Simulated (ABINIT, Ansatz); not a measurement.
# KI (Fm-3m): bands and cutoff in G0W0 with ABINIT

Aim: raise bands and screening cutoff together for KI (Fm-3m) and follow gap and time.

Calculated with ABINIT 10.8.3; PBE and many-body steps on it, plane waves.

## Step 1: Starting point

The structure is cubic, space group Fm-3m (No. 225). Conventional cell: a = 7.066 Å, b = 7.066 Å, c = 7.066 Å, α = 90.00°, β = 90.00°, γ = 90.00°. Nearest to K lie 6 I at 3.53 Å. Nearest to I lie 6 K at 3.53 Å. Farther neighbours and most contacts between anions are not listed.

The cell and positions come from the Crystallography Open Database and are kept as given unless a step says otherwise. Spin-orbit coupling is left out unless a step names it.

## Step 2: Empty states on the mesh, 4×4×4 mesh, 683 bands

This step: ABINIT 10.8.3; DFT, PBE, plane waves, norm-conserving pseudopotentials.

The sums over transitions need many empty states on a uniform mesh; this step solves for them.

Input file run.abi:

```
acell 3*1.0 Angstrom
rprim 
  0.000000000000 3.532775000000 3.532775000000
  3.532775000000 0.000000000000 3.532775000000
  3.532775000000 3.532775000000 -0.000000000000
ntypat 2
znucl 19 53
natom 2
typat 1 2
xred 
  0.000000000000 0.000000000000 0.000000000000
  0.500000000000 0.500000000000 0.500000000000
pp_dirpath "pseudos"
pseudos "K.upf, I.upf"
ecut 33
ngkpt 4 4 4
nshiftk 1
shiftk 0 0 0
kptopt 1
chksymbreak 0
iscf -2
irdden 1
istwfk *1
nband 683
nbdbuf 62
tolwfr 1e-09
nstep 60
prtvol 0
indata_prefix "in"
outdata_prefix "out"
tmpdata_prefix "tmp"
```

Run with:

```sh
> OMP_NUM_THREADS=1 mpirun -n 4 abinit run.abi > log
```

Numbers of over 12 decimals in the logs are rounded to 6 here.

Log:

```text
.Version 10.8.3 of ABINIT. v10.8.2 released Aug 2026.

 Symmetries : space group Fm -3 m (#225); Bravais cF (face-center cubic)
[... echo of the input left out ...]
== DATASET  1 ==================================================================
-   mpi_nproc: 4, omp_nthreads: 1 (-1 if OMP is not activated)

--- !DatasetInfo
iteration_state: {dtset: 1, }
dimensions: {natom: 2, nkpt: 8, mband: 683, nsppol: 1, nspinor: 1, nspden: 1, mpw: 5434, }
cutoff_energies: {ecut:  33.0, pawecutdg:  -1.0, }
[...]
7.97462    8.01252    8.01253    8.01258    8.01403    8.02120    8.02126    8.02137
   8.02168    8.02173    8.02198    8.03044    8.04545    8.11638    8.12046    8.12246
   8.12703    8.13033    8.13379
 prteigrs : prtvol=0 or 1, do not print more k-points.

== END DATASET(S) ==============================================================
================================================================================

 -outvars: echo values of variables after computation  --------
            nband         683
             nkpt           8
          spgroup         225
 [... the other variables as echoed above ...]

 Calculation completed.
```

The job ended after 14 min (4 MPI ranks of Arm Neoverse V1, shared host; peak memory 0.82 GiB).

Numbers from this step:

- gap: 3.962 eV
- k of the valence top: 0, 0, 0
- k of the conduction bottom: 0, 0, 0
- least direct gap: 3.962 eV
- k points computed: 8
- lowest point of the top converged band, above the valence top: 203.4941 eV

On this mesh the gap is 3.962 eV.

The density comes from a self-consistent run that is not shown.

## Step 3: Screening, 4×4×4 mesh, 84 bands, screening to 133.3 eV

The RPA dielectric matrix is built and inverted for each q.

This step: RPA screening on PBE, plane waves, norm-conserving pseudopotentials.

Changes to run.abi since step 2:

```diff
@@ -20,10 +20,11 @@
 chksymbreak 0
-iscf -2
-irdden 1
 istwfk *1
-nband 683
-nbdbuf 62
-tolwfr 1e-09
-nstep 60
-prtvol 0
+occopt 1
+irdwfk 1
+optdriver 3
+nband 84
+ecuteps 4.9
+inclvkb 2
+awtr 1
+symchi 1
 indata_prefix "in"
```

Log:

```text
.Version 10.8.3 of ABINIT. v10.8.2 released Aug 2026.

 Symmetries : space group Fm -3 m (#225); Bravais cF (face-center cubic)
[... echo of the input left out ...]
== DATASET  1 ==================================================================
-   mpi_nproc: 4, omp_nthreads: 1 (-1 if OMP is not activated)

--- !DatasetInfo
iteration_state: {dtset: 1, }
dimensions: {natom: 2, nkpt: 8, mband: 84, nsppol: 1, nspinor: 1, nspden: 1, mpw: 5434, }
cutoff_energies: {ecut:  33.0, pawecutdg:  -1.0, }
electrons: {nelect:   1.60000000E+01, charge:   0.00000000E+00, occopt:   1.00000000E+00, tsmear:   1.00000000E-02, }

 SCREENING: Calculation of the susceptibility and dielectric matrices

 Based on a program developped by R.W. Godby, V. Olevano, G. Onida, and L. Reining.
 Incorporated in ABINIT by V. Olevano, G.-M. Rignanese, and M. Torrent.
.Using double precision arithmetic ; gwpc =  8

[... cell and pseudopotentials left out ...]
--------------------------------------------------------------------------------

 ==== K-mesh for the wavefunctions ====
 Number of points in the irreducible wedge :     8
[... list of points left out ...]
 Together with 48 symmetry operations and time-reversal symmetry
 yields    64 points in the full Brillouin Zone.

 ==== Q-mesh for the screening function ====
 Number of points in the irreducible wedge :     8
[... list of points left out ...]
 Together with 48 symmetry operations and time-reversal symmetry
 yields    64 points in the full Brillouin Zone.

 setmesh: FFT mesh size selected  =    36x   36x   36
          total number of points  =        46656

 vcoul_init : cutoff-mode = AUXILIARY_FUNCTION
 q-points for optical limit:   1
     1)      0.000010    0.000020    0.000030

- screening: taking advantage of time-reversal symmetry
- Maximum band index for partially occupied states nbvw = 8
- Remaining bands to be divided among processors   nbcw = 76
- Number of bands treated by each node ~19

 Number of electrons calculated from density =   16.0000; Expected =   16.0000
 average of density, n =  0.026887
 r_s =    2.0707
 omega_plasma =   15.8172 [eV]

 calculating chi0 at frequencies [eV] :
  1    0.000000E+00    0.000000E+00
  2    0.000000E+00    1.581715E+01

--------------------------------------------------------------------------------
  q-point number  1        q = ( 0.000000, 0.000000, 0.000000) [r.l.u.]
--------------------------------------------------------------------------------
[... chi0 elements left out ...]
 For q-point:  0.000010 0.000020 0.000030
  dielectric constant =   2.6542
  dielectric constant without local fields =   3.2744

  Average fulfillment of the sum rule on Im[epsilon] for q-point    1 :     72.68  [%]
[... wings left out ...]
  q-point number  2        q = ( 0.250000, 0.000000, 0.000000) [r.l.u.]
--------------------------------------------------------------------------------
[... chi0 elements left out ...]
  Average fulfillment of the sum rule on Im[epsilon] for q-point    2 :     84.73  [%]

 [... 6 further q-points ...]
```

It took 35 s on 4 MPI ranks; peak memory 1.1 GiB; 2.3 min of CPU time.

Numbers from this step:

```yaml
eps_infinity_with_local_fields_on_this_mesh_along_the_program_s_q_direction: 2.654
the_same_without_local_fields: 3.274
plasma_frequency: 15.82 eV
plane_waves_in_the_screening_matrix: 331
```

Local fields lower ε∞ by 19 %.

## Step 4: 84 bands, 133.3 eV

The self-energy is evaluated for the states that the input lists, and the levels follow from it, in one-shot runs by the linearised quasiparticle equation.

This step: G0W0 on PBE, plane waves, norm-conserving pseudopotentials.

Changes to run.abi since step 3:

```diff
@@ -23,8 +23,15 @@
 irdwfk 1
-optdriver 3
+optdriver 4
 nband 84
+gwcalctyp 0
+ecutsigx 33
+symsigma 1
+nkptgw 1
+kptgw 
+  0.0000000000 0.0000000000 0.0000000000
+bdgw 
+  6 12
 ecuteps 4.9
-inclvkb 2
-awtr 1
-symchi 1
+irdscr 1
+ppmodel 1
 indata_prefix "in"
```

Log:

```text
.Version 10.8.3 of ABINIT. v10.8.2 released Aug 2026.

 Symmetries : space group Fm -3 m (#225); Bravais cF (face-center cubic)
[... echo of the input left out ...]
== DATASET  1 ==================================================================
-   mpi_nproc: 4, omp_nthreads: 1 (-1 if OMP is not activated)

--- !DatasetInfo
iteration_state: {dtset: 1, }
dimensions: {natom: 2, nkpt: 8, mband: 84, nsppol: 1, nspinor: 1, nspden: 1, mpw: 5434, }
cutoff_energies: {ecut:  33.0, pawecutdg:  -1.0, }
electrons: {nelect:   1.60000000E+01, charge:   0.00000000E+00, occopt:   1.00000000E+00, tsmear:   1.00000000E-02, }

 SIGMA: Calculation of the GW corrections

 Based on a program developped by R.W. Godby, V. Olevano, G. Onida, and L. Reining.
 Incorporated in ABINIT by V. Olevano, G.-M. Rignanese, and M. Torrent.
.Using double precision arithmetic ; gwpc =  8

[... cell and pseudopotentials left out ...]
--------------------------------------------------------------------------------

 ==== K-mesh for the wavefunctions ====
 Number of points in the irreducible wedge :     8
[... list of points left out ...]
 Together with 48 symmetry operations and time-reversal symmetry
 yields    64 points in the full Brillouin Zone.

 ==== Q-mesh for screening function ====
 Number of points in the irreducible wedge :     8
[... list of points left out ...]
 Together with 48 symmetry operations and time-reversal symmetry
 yields    64 points in the full Brillouin Zone.

 vcoul_init : cutoff-mode = AUXILIARY_FUNCTION
 q-points for optical limit:   1
     1)      0.000010    0.000020    0.000030
 setmesh: FFT mesh size selected  =    50x   50x   50
          total number of points  =       125000

 Number of electrons calculated from density =   16.0000; Expected =   16.0000
 average of density, n =  0.026887
 r_s =    2.0707
 omega_plasma =   15.8172 [eV]

 === KS Band Gaps ===
  >>>> For spin  1
   Minimum direct gap =   3.9625 [eV], located at k-point      :   0.0000  0.0000  0.0000
   Fundamental gap    =   3.9625 [eV], Top of valence bands at :   0.0000  0.0000  0.0000
                                       Bottom of conduction at :   0.0000  0.0000  0.0000
 SIGMA fundamental parameters:
 PLASMON POLE MODEL  1
 number of plane-waves for SigmaX                 5329
 number of plane-waves for SigmaC and W            331
 number of plane-waves for wavefunctions          5329
 number of bands                                    84
 number of independent spin polarizations            1
 number of spinorial components                      1
 number of k-points in IBZ                           8
 number of q-points in IBZ                           8
 number of symmetry operations                      48
 number of k-points in BZ                           64
 number of q-points in BZ                           64
 number of frequencies for dSigma/dE                 9
 frequency step for dSigma/dE [eV]                0.25
 number of omega for Sigma on real axis              0
 max omega for Sigma on real axis  [eV]           0.00
 zcut for avoiding poles [eV]                     0.10

 EPSILON^-1 parameters (SCR file):
 dimension of the eps^-1 matrix on file            331
 dimension of the eps^-1 matrix used               331
 number of plane-waves for wavefunctions          5329
 number of bands                                    84
 number of q-points in IBZ                           8
 number of frequencies                               2
 number of real frequencies                          1
 number of imag frequencies                          1

 matrix elements of self-energy operator (all in [eV])

 Perturbative Calculation

--- !SelfEnergy_ee
iteration_state: {dtset: 1, }
kpoint     : [   0.000,    0.000,    0.000, ]
spin       : 1
KS_gap     :    3.962
QP_gap     :    5.914
Delta_QP_KS:    1.951
data: !SigmaeeData |
     Band     E0 <VxcDFT>   SigX SigC(E0)      Z dSigC/dE  Sig(E)    E-E0       E
        6   0.119 -11.176 -14.233   1.429   0.811  -0.233 -12.496  -1.320  -1.201
        7   0.119 -11.176 -14.233   1.429   0.811  -0.233 -12.496  -1.320  -1.201
        8   0.119 -11.176 -14.233   1.429   0.811  -0.233 -12.496  -1.320  -1.201
        9   4.081  -6.410  -2.934  -2.735   0.852  -0.174  -5.778   0.631   4.712
       10   6.624  -7.766  -3.475  -2.842   0.845  -0.184  -6.542   1.223   7.847
       11   6.624  -7.766  -3.475  -2.842   0.845  -0.184  -6.542   1.223   7.847
       12   6.624  -7.766  -3.475  -2.842   0.845  -0.184  -6.542   1.223   7.847

== END DATASET(S) ==============================================================
================================================================================

 -outvars: echo values of variables after computation  --------
           etotal      0.0000000000E+00
            nband          84
             nkpt           8
          spgroup         225
 [... the other variables as echoed above ...]

 Calculation completed.
```

Run time: 9.8 s. Hardware: 4 MPI ranks; peak memory 1.2 GiB; 39 s of CPU time.

This step gave:

| Item | Value |
| --- | --- |
| G0W0 gap on the points computed | 5.913 eV |
| starting gap on the mesh | 3.962 eV |
| k of the valence top | 0, 0, 0 |
| k of the conduction bottom | 0, 0, 0 |
| Z at the valence top | 0.811 |
| Z at the conduction bottom | 0.852 |
| least direct G0W0 gap on the computed points | 5.913 eV |

The gap on the mesh goes from 3.96 eV to 5.91 eV, a correction of +1.95 eV.

## Step 5: Screening, 4×4×4 mesh, 258 bands, screening to 247.6 eV

This step: RPA screening on PBE, plane waves, norm-conserving pseudopotentials.

Changes to run.abi since step 4:

```diff
@@ -23,15 +23,8 @@
 irdwfk 1
-optdriver 4
-nband 84
-gwcalctyp 0
-ecutsigx 33
-symsigma 1
-nkptgw 1
-kptgw 
-  0.0000000000 0.0000000000 0.0000000000
-bdgw 
-  6 12
-ecuteps 4.9
-irdscr 1
-ppmodel 1
+optdriver 3
+nband 258
+ecuteps 9.1
+inclvkb 2
+awtr 1
+symchi 1
 indata_prefix "in"
```

Log:

```text
.Version 10.8.3 of ABINIT. v10.8.2 released Aug 2026.

 Symmetries : space group Fm -3 m (#225); Bravais cF (face-center cubic)
[... echo of the input left out ...]
== DATASET  1 ==================================================================
-   mpi_nproc: 4, omp_nthreads: 1 (-1 if OMP is not activated)

--- !DatasetInfo
iteration_state: {dtset: 1, }
dimensions: {natom: 2, nkpt: 8, mband: 258, nsppol: 1, nspinor: 1, nspden: 1, mpw: 5434, }
cutoff_energies: {ecut:  33.0, pawecutdg:  -1.0, }
electrons: {nelect:   1.60000000E+01, charge:   0.00000000E+00, occopt:   1.00000000E+00, tsmear:   1.00000000E-02, }

 SCREENING: Calculation of the susceptibility and dielectric matrices

 Based on a program developped by R.W. Godby, V. Olevano, G. Onida, and L. Reining.
 Incorporated in ABINIT by V. Olevano, G.-M. Rignanese, and M. Torrent.
.Using double precision arithmetic ; gwpc =  8

[... cell and pseudopotentials left out ...]
--------------------------------------------------------------------------------

 ==== K-mesh for the wavefunctions ====
 Number of points in the irreducible wedge :     8
[... list of points left out ...]
 Together with 48 symmetry operations and time-reversal symmetry
 yields    64 points in the full Brillouin Zone.

 ==== Q-mesh for the screening function ====
 Number of points in the irreducible wedge :     8
[... list of points left out ...]
 Together with 48 symmetry operations and time-reversal symmetry
 yields    64 points in the full Brillouin Zone.

 setmesh: FFT mesh size selected  =    40x   40x   40
          total number of points  =        64000

 vcoul_init : cutoff-mode = AUXILIARY_FUNCTION
 q-points for optical limit:   1
     1)      0.000010    0.000020    0.000030

- screening: taking advantage of time-reversal symmetry
- Maximum band index for partially occupied states nbvw = 8
- Remaining bands to be divided among processors   nbcw = 250
- Number of bands treated by each node ~62

 Number of electrons calculated from density =   16.0000; Expected =   16.0000
 average of density, n =  0.026887
 r_s =    2.0707
 omega_plasma =   15.8172 [eV]

 calculating chi0 at frequencies [eV] :
  1    0.000000E+00    0.000000E+00
  2    0.000000E+00    1.581715E+01

--------------------------------------------------------------------------------
  q-point number  1        q = ( 0.000000, 0.000000, 0.000000) [r.l.u.]
--------------------------------------------------------------------------------
[... chi0 elements left out ...]
 For q-point:  0.000010 0.000020 0.000030
  dielectric constant =   2.6561
  dielectric constant without local fields =   3.2760

  Average fulfillment of the sum rule on Im[epsilon] for q-point    1 :     88.65  [%]
[... wings left out ...]
  q-point number  2        q = ( 0.250000, 0.000000, 0.000000) [r.l.u.]
--------------------------------------------------------------------------------
[... chi0 elements left out ...]
  Average fulfillment of the sum rule on Im[epsilon] for q-point    2 :     93.50  [%]

 [... 6 further q-points ...]
```

It took 4.2 min on 4 MPI ranks; peak memory 2.9 GiB; 17 min of CPU time.

Numbers from this step:

```yaml
eps_infinity_with_local_fields_on_this_mesh_along_the_program_s_q_direction: 2.656
the_same_without_local_fields: 3.276
plasma_frequency: 15.82 eV
plane_waves_in_the_screening_matrix: 749
```

(Continued in part 2 of 2.)

[Paths, hosts, dates, memory and timing lines, banners, echoed tables and standing remarks are left out of the program output.]

[Logs are printed without paths, hosts, clocks, repeated set-up lines and the standing remarks that a program may print on its own settings, such as how far it seeks lower states.]

[Runs of the session that timed out or met a known fault of the program may be left out.]

[Hosts, paths, dates, database ids (printed as entryN), source tags and the programs' standing remarks are cut or masked in the printed files.]

[G0W0 gaps are taken among the corrected bands and points alone; a level outside them can change the order at an edge.]

[Where Ansatz stands beside ABINIT at settings called matched, ABINIT's density can come from a denser mesh and the files from another edition; pairs whose starting gaps differed by over 0.03 eV were left out, so agreement reads better than it is.]
